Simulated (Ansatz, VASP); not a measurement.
# ZnO: VASP beside Ansatz, part 2 of 2

Aim: how closely do two programs agree when they are given the same cell, functional and k mesh? The cell is taken from a series of VASP runs on this material, whose earlier steps may have relaxed, scaled or displaced it; both programs get it as it stands. Other levels of theory on this material are compared in a session of their own.

VASP 6.6.1 and Ansatz 0.2.0.

So far. Step 2 (VASP: band structure, PBE, spin-orbit coupling): The run ends at a pressure of 5.96 GPa.

### Step 3. Ansatz: band structure, PBE, spin-orbit coupling

Level of this step: Ansatz beside VASP: Kohn-Sham DFT, plane waves, PBE, spin-orbit coupling (Ansatz).

Ansatz runs on its fully relativistic PAW (standard-fr) files.

The same cell, functional, mesh and smearing now go to Ansatz, which takes its cutoff from its data sets.

The input, input.yaml:

```yaml
crystal:
  lattice:
    - [3.249308, 0.0, 0.0]
    - [-1.624654, 2.813983, 0.0]
    - [0.0, 0.0, 5.205709]
  atoms:
    - { symbol: Zn, position: [0.333333, 0.666667, 0.4989739082] }
    - { symbol: Zn, position: [0.666667, 0.333333, 0.9989739082] }
    - { symbol: O, position: [0.666667, 0.333333, 0.3800360918] }
    - { symbol: O, position: [0.333333, 0.666667, 0.8800360918] }
hamiltonian:
  xc: pbe
  pseudopotentials: { kind: paw_fr }
magnetization:
  noncollinear: true
  spin_orbit: true
kpoints:
  mp_grid: { grid: [10, 10, 6] }
  band_path:
    path:
      - [0.0, 0.0, 0.0]
      - [0.13333, 0.0, 0.0]
      - [0.3, 0.0, 0.0]
      - [0.46667, 0.0, 0.0]
      - [0.46667, 0.06667, 0.0]
      - [0.41111, 0.17778, 0.0]
      - [0.35556, 0.28889, 0.0]
      - [0.28889, 0.28889, 0.0]
      - [0.17778, 0.17778, 0.0]
      - [0.06667, 0.06667, 0.0]
      - [0.0, 0.0, 0.03333]
      - [0.0, 0.0, 0.2]
      - [0.0, 0.0, 0.36667]
      - [0.0, 0.0, 0.5]
      - [0.16667, 0.0, 0.5]
      - [0.3, 0.0, 0.5]
      - [0.46667, 0.0, 0.5]
      - [0.46667, 0.06667, 0.5]
      - [0.41111, 0.17778, 0.5]
      - [0.35556, 0.28889, 0.5]
      - [0.28889, 0.28889, 0.5]
      - [0.17778, 0.17778, 0.5]
      - [0.06667, 0.06667, 0.5]
      - [0.5, 0.0, 0.46667]
      - [0.5, 0.0, 0.3]
      - [0.5, 0.0, 0.13333]
      - [0.33333, 0.33333, 0.0]
      - [0.33333, 0.33333, 0.16667]
      - [0.33333, 0.33333, 0.33333]
      - [0.33333, 0.33333, 0.5]
    npoints: 1
scf:
  occupations: { method: gaussian, width: 0.02 }
  n_extra_bands: 16
output:
  forces: true
  stress: true
  eigenvalues: true
```

Command:

```
$ ansatz run input.yaml --threads 2 --pin off --max-ram 4608MiB --backend cpu --events-out ev --progress --plain --runs-dir out
```

Numbers of over 12 decimals in the logs are rounded to 6 here.

What it wrote:

```text
Warning: the atoms were moved onto the symmetric positions of the space group found under crystal.symmetry.tolerance 1.0e-5 (fractional; no operation is sought that the atoms, as they stand in a round, miss by more than twice it, and no atom is moved by as much as it), and the run uses the moved positions. Before a round's move an operation carried an atom to 3.25e-6 Å from where it should land, the largest such dist [...]
scf.n_extra_bands = 16 over 36 filled bands (N_el = 36.0): the run solves 52 bands
Engine: ansatz 0.2.0, aarch64-unknown-linux-gnu
Pseudopotentials: kind: paw_fr
Pseudopotential: Zn, paw_fr, valence charge 12, recommended cutoff 420 eV (normal), Zn.paw.azcp#standard-fr
Pseudopotential: O, paw_fr, valence charge 6, recommended cutoff 420 eV (normal), O.paw.azcp#standard-fr
Functional definition: PBE
  parameter kappa = 0.804
  parameter beta = 0.066725
  exchange = pbe_x(kappa = kappa, mu = beta*pi^2/3)
  correlation = pbe_c(beta = beta)
non-collinear run that drives no moment, with spin-orbit: no starting moment large enough to seed its density (crystal.atoms[].spin), no starting occupations that ask for one, no magnetisation constraint and no magnetic field, so the semilocal B_xc is pinned to zero
Crystal: 4 atoms, lattice volume = 47.598 Å³
Basis set: ecut = 420 eV, 941 PW (Γ), exchange–correlation on 48×48×72 points (8 copies of the dense FFT grid, shifted against one another)
Bands: 52, of which v1, the nominal top of the filled ones, is band 36 counted from 1 (35 counted from 0)
Symmetry: 12 space group operations + 12 with time reversal
Magnetic group: BNS 186.204 (UNI 1434), of the structure as read, at distance tolerance 3.6e-5 Å
k-points: 56 of 600 (time reversal used)
Projection manifold: j_resolved (fully-relativistic pseudo-atomic orbitals)
Non-local potential: Zn, projectors of the file, l = 0: 2, l = 1: 4, l = 2: 6, l = 3: 2
Non-local potential: O, projectors of the file, l = 0: 2, l = 1: 4, l = 2: 2
PAW form: soft (Blöchl's): semilocal exchange-correlation on the pseudo side does not see the compensation charge
PAW one-centre angular grid: Zn, 590 points (default); XC on 64 Gauss nodes
PAW one-centre angular grid: O, 110 points (default); XC on 64 Gauss nodes
Initial density: superposition of atomic densities (chi_scale 0.1, normalization cell, long waves kept (reshape's long-wave potential 0.00 eV rms))
Initial wavefunctions: pseudopotential atomic-orbital guess
Functional: x = pbe(κ = 0.804, μ = 0.219515), c = pbe(β = 0.066725)
SCF iter   1: F=—  HF=-7774.731341 eV  |F-HF|=—  |Δ(HF+E_count)|=         —  Δρ=1.01e-1  dr2=2.63e0  dr2_m=0.00e0 (ungated)  ethr=3.10e-3  |M|=0.00e0 ∫|m|=0.00e0 μB  |m|>n=0.0e0 m-floor=0.0e0 τ_xc=0.0e0  β_m=0.30  ⟨swp⟩=7.2  Hψ=14966  notcnv=0  defer=88
preconditioner: auto → Resta (q_TF=auto, 2.604 Å⁻¹)  ε∞=4.8  [insulator: Δε(μ)=1.322 eV  Ē_g=16.555 eV  σ=0.020 eV  W_gap=1.00  n_scr=22 (ndim 8)  ℏωp=32.3 eV  f_vac=0.000  D(μ)=0.00/eV (n_scr^D=0)  ε∞_Penn≈4.8]
spin=Noncollinear: Resta preconditioning applied to the charge; magnetization (m_x, m_y, m_z) channels mix plain (no charge-response kernel on spin).
SCF iter   2: F=—  HF=-7774.061732 eV  |F-HF|=—  |Δ(HF+E_count)|=   6.70e-1  Δρ=5.30e-2  dr2=8.08e-1  dr2_m=0.00e0 (ungated)  ethr=3.10e-3  |M|=0.00e0 ∫|m|=0.00e0 μB  |m|>n=0.0e0 m-floor=0.0e0 τ_xc=0.0e0  β_m=0.42  ⟨swp⟩=2.0  Hψ=5465  notcnv=0  defer=568
SCF iter   3: F=—  HF=-7773.826408 eV  |F-HF|=—  |Δ(HF+E_count)|=   2.35e-1  Δρ=1.98e-2  dr2=1.38e-1  dr2_m=0.00e0 (ungated)  ethr=2.24e-3  |M|=0.00e0 ∫|m|=0.00e0 μB  |m|>n=0.0e0 m-floor=0.0e0 τ_xc=0.0e0  β_m=0.54  ⟨swp⟩=1.8  Hψ=3604  notcnv=0  defer=568
SCF iter   4: F=—  HF=-7773.793464 eV  |F-HF|=—  |Δ(HF+E_count)|=   3.29e-2  Δρ=5.01e-3  dr2=9.20e-3  dr2_m=0.00e0 (ungated)  ethr=3.83e-4  |M|=0.00e0 ∫|m|=0.00e0 μB  |m|>n=0.0e0 m-floor=0.0e0 τ_xc=0.0e0  β_m=0.77  ⟨swp⟩=2.0  Hψ=4429  notcnv=0  defer=568
SCF iter   5: F=—  HF=-7773.804005 eV  |F-HF|=—  |Δ(HF+E_count)|=   1.05e-2  Δρ=3.74e-3  dr2=3.80e-3  dr2_m=0.00e0 (ungated)  ethr=2.55e-5  |M|=0.00e0 ∫|m|=0.00e0 μB  |m|>n=0.0e0 m-floor=0.0e0 τ_xc=0.0e0  β_m=0.67  ⟨swp⟩=2.0  Hψ=5546  notcnv=0  defer=568
SCF iter   6: F=—  HF=-7773.803626 eV  |F-HF|=—  |Δ(HF+E_count)|=   3.79e-4  Δρ=5.27e-4  dr2=1.13e-4  dr2_m=0.00e0 (ungated)  ethr=1.05e-5  |M|=0.00e0 ∫|m|=0.00e0 μB  |m|>n=0.0e0 m-floor=0.0e0 τ_xc=0.0e0  β_m=0.83  ⟨swp⟩=2.2  Hψ=4536  notcnv=0  defer=568
SCF iter   7: F=—  HF=-7773.803877 eV  |F-HF|=—  |Δ(HF+E_count)|=   2.51e-4  Δρ=2.00e-4  dr2=1.98e-5  dr2_m=0.00e0 (ungated)  ethr=3.13e-7  |M|=0.00e0 ∫|m|=0.00e0 μB  |m|>n=0.0e0 m-floor=0.0e0 τ_xc=0.0e0  β_m=0.92  ⟨swp⟩=2.0  Hψ=4117  notcnv=0  defer=568
SCF iter   8: F=—  HF=-7773.803924 eV  |F-HF|=—  |Δ(HF+E_count)|=   4.62e-5  Δρ=3.93e-5  dr2=6.02e-7  dr2_m=0.00e0 (ungated)  ethr=5.50e-8  |M|=0.00e0 ∫|m|=0.00e0 μB  |m|>n=0.0e0 m-floor=0.0e0 τ_xc=0.0e0  β_m=0.96  ⟨swp⟩=2.0  Hψ=4233  notcnv=0  defer=568
SCF iter   9: F=-7773.803925 eV  HF=-7773.803925 eV  |F-HF|=3.28e-8  |Δ(HF+E_count)|=   1.30e-6  Δρ=7.01e-6  dr2=2.25e-8  dr2_m=0.00e0 (ungated)  ethr=2.78e-10  |M|=0.00e0 ∫|m|=0.00e0 μB  |m|>n=0.0e0 m-floor=0.0e0 τ_xc=0.0e0  ⟨swp⟩=9.3  Hψ=14930  notcnv=0
SCF 1 converged in 9 iterations: F = -7773.803925 eV  dr2 = 2.25e-8
  greatest PAW one-centre occupation: 0.987 electrons in one spin orbital (limit 2), on the Zn atom at site 0 (counted from 0), in its partial waves of l = 2
NSCF: frozen V_eff on 30 k-points
SCF converged after 9 iterations
Magnetization: |M| = 0.0000 μB,  M = (+0.0000, +0.0000, +0.0000) μB
Absolute magnetization: 0.0000 μB (∫|m|)
  site 0: m = (+0.0000, +0.0000, +0.0000) μB, |m| = 0.0000 μB  (R = 0.81 Å)
  site 1: m = (+0.0000, +0.0000, +0.0000) μB, |m| = 0.0000 μB  (R = 0.81 Å)
  site 2: m = (+0.0000, +0.0000, +0.0000) μB, |m| = 0.0000 μB  (R = 0.81 Å)
  site 3: m = (+0.0000, +0.0000, +0.0000) μB, |m| = 0.0000 μB  (R = 0.81 Å)
Free energy (F): -7773.803925 eV
Harris-Foulkes:  -7773.803925 eV  (|F-HF|=3.28e-8)
Internal energy: -7773.803925 eV  (E = F + TS)
E sigma→0 (E₀):  -7773.803925 eV
Fermi energy:    7.636457 eV
--- Per-component energies (eV) ---
  E_band       = 65.614366
  E_kinetic    = 611.993732
  E_local      = -4003.148570  (includes V_loc(G=0)·N_el)
  E_nonlocal   = 1335.526404
  E_hartree    = 1645.425818
  E_xc         = -420.063358
  E_vxc        = -289.997613  (∫ρ·V_xc dr)
  E_paw        = -3980.914889  (= ΣΔE_a)
  E_vpaw       = -879.617504  (= ΣTr[D̂ρ^β])
  E_aug_tail   = 0.004237  (compensation charges beyond the density's cutoff)
  E_ewald      = -2962.627299
  E_smearing   = -0.000000  (= −TS)
  E_closure    = 0.000000  (closes the sum)
  Σ components = -7773.803925   (vs F -7773.803925, Δ=0.00e0)
--- Forces (eV/Å), atoms counted from 1 ---
  atom   1  Zn    -0.00000000    -0.00000000     0.00089673
  atom   2  Zn    -0.00000000     0.00000000     0.00089673
  atom   3  O      0.00000000    -0.00000000    -0.00091422
  atom   4  O     -0.00000000     0.00000000    -0.00091422
  max |Σ_I F_I| component: 3.50e-5 eV/Å
--- Stress (GPa, compression-positive) ---
        4.647569       0.000000       0.000000
        0.000000       4.647569       0.000000
        0.000000       0.000000       5.358647
  P = ⅓ Tr σ = 4.8846 GPa (48.846 kbar)
--- Band table (eV; the first three rows and the last of 56) ---
  k-point 0: bands = [... 32 lower, 7.2117, 7.2117, 7.2444, 7.2444, 8.0285, 8.0285, 12.4420, 12.4420, ... 12 higher]
  k-point 1: bands = [... 32 lower, 7.1590, 7.1590, 7.1905, 7.1905, 8.6719, 8.6719, 12.2114, 12.2114, ... 12 higher]
  k-point 2: bands = [... 32 lower, 7.0157, 7.0157, 7.0494, 7.0494, 9.6766, 9.6766, 11.5846, 11.5846, ... 12 higher]
  k-point 55: bands = [... 32 lower, 5.9935, 5.9935, 6.0077, 6.0077, 14.6060, 14.6060, 14.6312, 14.6312, ... 12 higher]
```

Elapsed: 46 s, on 2 threads of Arm Neoverse N1, shared host; peak memory 0.59 GiB; 90 s of CPU time.

In the SCF lines HF is the Harris–Foulkes energy and dr2 the Hartree energy of the density residual, in eV; the loop may stop once dr2 is under the threshold and the program's other checks hold. Hψ counts applications of the Hamiltonian.

### Step 4. Side by side

Known differences besides the potentials themselves: spin-orbit coupling enters by fully relativistic files in Ansatz and inside the spheres in VASP; the cutoff is 420 eV in Ansatz and 520 eV in VASP. Total energies have different zeros and are not compared.

Compared:

```
                                        quantity  Ansatz   VASP  difference
                                  pressure (GPa)    4.88   5.96       -1.08
pressure without Ansatz's Pulay correction (GPa)    4.15   5.96       -1.81
                   gap over the path points (eV)   0.784  0.770      +0.015
```

Levels at points of the path, from each program's valence-band top (eV; 8 filled, then empty):

```
k (reciprocal lattice)                                                                         Ansatz                                                                           VASP
     0.000 0.000 0.000    -0.78 -0.78 -0.11 -0.11 -0.03 -0.03 0.00 0.00 0.78 0.78 5.20 5.20 8.23 8.23    -0.78 -0.78 -0.11 -0.11 -0.03 -0.03 0.00 0.00 0.77 0.77 5.18 5.18 8.23 8.23
     0.133 0.000 0.000  -1.04 -1.04 -0.89 -0.87 -0.24 -0.21 -0.15 -0.14 1.88 1.88 5.88 5.90 8.22 8.22  -1.05 -1.05 -0.89 -0.87 -0.24 -0.21 -0.15 -0.14 1.87 1.87 5.87 5.88 8.22 8.22
     0.300 0.000 0.000  -2.11 -2.05 -1.75 -1.73 -0.73 -0.68 -0.56 -0.54 3.85 3.86 7.38 7.38 8.06 8.06  -2.11 -2.05 -1.75 -1.73 -0.73 -0.68 -0.56 -0.54 3.84 3.85 7.36 7.37 8.05 8.05
     0.467 0.000 0.000  -2.84 -2.80 -2.27 -2.27 -1.27 -1.25 -0.86 -0.85 5.64 5.65 6.96 6.97 7.63 7.63  -2.84 -2.80 -2.28 -2.27 -1.27 -1.25 -0.86 -0.85 5.63 5.64 6.95 6.95 7.62 7.62
     0.467 0.067 0.000  -2.86 -2.86 -2.36 -2.34 -1.34 -1.31 -0.95 -0.93 5.89 5.89 6.98 6.98 7.64 7.64  -2.86 -2.86 -2.37 -2.35 -1.35 -1.32 -0.95 -0.93 5.88 5.88 6.96 6.97 7.62 7.62
     0.411 0.178 0.000  -3.25 -3.22 -2.39 -2.36 -1.61 -1.54 -1.29 -1.24 6.52 6.53 7.50 7.50 7.69 7.69  -3.26 -3.22 -2.40 -2.36 -1.61 -1.55 -1.29 -1.24 6.51 6.51 7.49 7.49 7.67 7.67
     0.356 0.289 0.000  -3.49 -3.42 -2.11 -2.06 -1.86 -1.78 -1.68 -1.65 7.36 7.36 7.72 7.73 7.83 7.83  -3.49 -3.42 -2.11 -2.07 -1.86 -1.79 -1.69 -1.65 7.35 7.35 7.71 7.71 7.81 7.82
     0.289 0.289 0.000  -3.29 -3.27 -2.35 -2.32 -1.64 -1.58 -1.57 -1.53 6.80 6.81 7.71 7.71 8.22 8.22  -3.29 -3.26 -2.35 -2.32 -1.64 -1.59 -1.57 -1.54 6.79 6.79 7.69 7.70 8.21 8.21
     0.178 0.178 0.000  -2.44 -2.43 -1.90 -1.85 -0.80 -0.75 -0.72 -0.68 4.08 4.09 7.52 7.53 8.36 8.37  -2.44 -2.43 -1.90 -1.86 -0.80 -0.75 -0.72 -0.68 4.07 4.08 7.51 7.51 8.35 8.35
     0.067 0.067 0.000  -1.05 -1.04 -0.72 -0.70 -0.21 -0.18 -0.12 -0.11 1.69 1.69 5.73 5.74 8.23 8.23  -1.05 -1.04 -0.72 -0.70 -0.21 -0.18 -0.12 -0.11 1.68 1.68 5.71 5.72 8.22 8.22
```

Among the levels compared at these points, filled levels agree within 11 meV and empty ones within 23 meV. Ansatz's pressure holds a Pulay correction of 0.73 GPa; VASP's holds none.

### Step 5. Further runs

Further runs change the set-up of one program: Ansatz's method, potentials or start, or VASP's data sets, cutoff or form of LDA. The table gives Ansatz less VASP for each quantity, since a change that brings one quantity closer may part another.

```
                                        run  r.m.s. force difference (meV/Å)  pressure (GPa)  gap over the path points (eV)
                                   as above                             0.49            -1.1                          0.015
    Ansatz's larger PAW set (cutoff 900 eV)                             0.81            -1.2                          0.030
norm-conserving potentials (cutoff 1143 eV)                             0.66            -1.5                          0.082
```

### Step 6. What came out

```yaml
difference_in_pressure_band_structure_pbe_spin_orbit_coupling: -1.1 GPa
```

**Reading.** The difference in pressure is -1.1 GPa (band structure, PBE, spin-orbit coupling), beyond the 1 GPa picked in this series as the mark of a large difference. Band structure, PBE, spin-orbit coupling, Ansatz's larger PAW set (cutoff 900 eV): r.m.s. force difference goes from 0.49 to 0.81 meV/Å; the difference in gap over the path points goes from 0.015 to 0.030 eV. Band structure, PBE, spin-orbit coupling, norm-conserving potentials (cutoff 1143 eV): r.m.s. force difference goes from 0.49 to 0.66 meV/Å; the difference in pressure goes from -1.1 to -1.5 GPa; the difference in gap over the path points goes from 0.015 to 0.082 eV. 14 further runs of this series are not shown here. Such differences can come from data sets, numerical settings and the points named under the comparisons, not from the functional's error against experiment.

[Lines on the potential files, build, host, timing and source positions are cut from VASP's logs without a mark.]

[Logs are printed without paths, hosts, clocks, repeated set-up lines and the standing remarks that a program may print on its own settings, such as how far it seeks lower states.]

[Hosts, paths, dates, database ids (printed as entryN), source tags and the programs' standing remarks are cut or masked in the printed files.]
